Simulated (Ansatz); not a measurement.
Wanted: the native input for an Ansatz 0.2.0 run.

- Task: phonons
- Functional: RPBE-LYP
- Potentials or basis: all-electron LAPW, scalar-relativistic
- Cutoff: 82 eV (chosen from the basis error)
- Basis error allowed: 0.002 eV/atom
- k mesh: 8 × 8 × 8
- Occupations: cold, width 0.1 eV
- Spin: collinear spin, ferromagnetic start
- Starting moments: [0.5] μB
- Supercell: yes
- Phonon path: ["G", "H", "N", "G", "P", "H"]

Ca:

```
CELL_PARAMETERS angstrom
-2.24000 2.24000 2.24000
2.24000 -2.24000 2.24000
2.24000 2.24000 -2.24000
ATOMIC_POSITIONS crystal
Ca 0.00000 0.00000 0.00000
```

This isn't the form of Ca at room conditions, which is fcc.

These files were run (other wordings do the same):

input.yaml

```yaml
crystal:
  lattice:
    - [-2.24, 2.24, 2.24]
    - [2.24, -2.24, 2.24]
    - [2.24, 2.24, -2.24]
  atoms:
    - { symbol: Ca, position: [0.0, 0.0, 0.0], spin: 0.5 }
kpoints:
  mp_grid: { grid: [8, 8, 8] }
scf:
  occupations: { method: cold, width: 0.1 }
hamiltonian:
  xc: { exchange: rpbe, correlation: lyp }
  pseudopotentials: { kind: all_electron, lapw: { basis_error: 0.002 } }
magnetization:
  spin_polarized: true
output: {}
phonons:
  method: fd
  supercell: [2, 2, 2]
  qpath:
    path:
      - [0.0, 0.0, 0.0]
      - [0.5, -0.5, 0.5]
      - [0.0, 0.0, 0.5]
      - [0.0, 0.0, 0.0]
      - [0.25, 0.25, 0.25]
      - [0.5, -0.5, 0.5]
    npoints: 8
```

Potentials or basis: all-electron LAPW, scalar-relativistic.

Run with:

```sh
$ ansatz run input.yaml --threads 1 --pin off --max-ram 2560MiB --backend cpu --events-out ev --progress --plain --runs-dir out
```

Wall time 52 s on 1 thread of AMD EPYC 7R43 64-Core Processor (Zen 3), on a shared host, peak memory 0.59 GiB.
